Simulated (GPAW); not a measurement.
Crystal: FeO (Wuestite).

```
Fe O
1.0
     0.00000    2.15540    2.15540
     2.15540    0.00000    2.15540
     2.15540    2.15540    0.00000
Fe O
1 1
Cartesian
  0.0000 0.0000 0.0000
  2.1554 2.1554 2.1554
```

| Item | Value |
| --- | --- |
| Program | GPAW 26.7.0 |
| Task | single point |
| Functional | PBEsol |
| Potentials or basis | PAW data sets generated in the run's folder for this functional |
| Cutoff | 800 eV |
| Basis | pw |
| k mesh | 11 × 11 × 11 |
| Occupations | fermi-dirac, width 0.05 eV |
| Spin | collinear spin, ferromagnetic start |
| Starting moments | [3.0, 0.0] μB |

On this cell: pressure -7.0 GPa; largest force zero by symmetry; net moment 4.00 μB per cell; site moments Fe +3.54; O +0.24 μB; band gap on the k mesh none (metal or under the smearing width).

The same run follows on a disturbed copy (atoms moved at random, drawn with an rms of 0.05 Å):

```xyz
2
Lattice="0.0000 2.1554 2.1554 2.1554 0.0000 2.1554 2.1554 2.1554 0.0000" Properties=species:S:1:pos:R:3 pbc="T T T"
Fe    0.0449    0.0680    0.0221
O     2.1631    2.1655    2.2137
```

**Question.** What changes?

**Answer.** The energy (extrapolated to zero smearing) moves by +4.3 meV/atom; pressure -6.5 GPa; largest force 0.222 eV/Å; net moment 4.00 μB per cell; site moments Fe +3.53; O +0.24 μB; band gap on the k mesh none (metal or under the smearing width).

Forces on the atoms (eV/Å):
```
Fe  -0.105 -0.167  0.102
O    0.105  0.167 -0.102
```

Stress tensor (GPa, compression positive):
```
-6.67 -0.16  0.10
-0.16 -6.07  0.16
 0.10  0.16 -6.69
```

Caveats: a cell with one magnetic atom can't hold antiferromagnetic order, which such compounds often take; semilocal functionals often make such compounds metallic where correlation or magnetic order opens a gap, which also shifts bond lengths.
